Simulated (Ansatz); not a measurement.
SiO2: do the settings matter for the field gradients?

Cell: a computed structure from the Materials Project (it need not be an observed phase).

Space group P-4n2 (No. 118); a = 6.8576, c = 7.0331 Å.

| site | Wyckoff | site symmetry | x | y | z |
| --- | --- | --- | --- | --- | --- |
| Si | 8i | 1 | 0.2058 | 0.4510 | 0.9492 |
| O9 | 8i | 1 | 0.1569 | 0.8180 | 0.5832 |
| O12 | 4h | 2.. | 0.0000 | 0.5000 | 0.0503 |
| O13 | 4g | ..2 | 0.1608 | 0.3392 | 0.7500 |

One atom of each set is listed.

Reference run. The numbers come from a DFT calculation in Ansatz (PBE, plane waves and PAW, scalar-relativistic, 420 eV cutoff, Γ-centred 4×4×3 k-points, Fermi–Dirac smearing 0.02 eV).

Task: The input is changed as follows: `hamiltonian.xc`: pbe → revpbe; `scf.lower_state_search`: not typed → off; `scf.mixing.preconditioner`: not typed → resta. What happens to V_zz (10²¹ V/m²) and η?

Result: 

```json
{"site": "Si", "V_zz reference": "2.00", "η reference": "0.90", "V_zz changed": "2.00", "η changed": "0.90"}
{"site": "O9", "V_zz reference": "9.14", "η reference": "0.33", "V_zz changed": "9.20", "η changed": "0.33"}
{"site": "O12", "V_zz reference": "8.67", "η reference": "0.36", "V_zz changed": "8.73", "η changed": "0.37"}
{"site": "O13", "V_zz reference": "10.15", "η reference": "0.05", "V_zz changed": "10.23", "η changed": "0.04"}
```

The largest change of V_zz is on O13, from 10.15 to 10.23. In per cent, |V_zz| changes by 0 on Si, +1 on O (all sites that start above 0.5). SCF iterations: 7 and 7.

On the reference run: At this cell the principal stresses reach 5 GPa in size with PBE, which can matter for small gradients. The largest force is 0.4 eV/Å, so the atoms aren't at the calculated equilibrium and relaxing them would move these values.
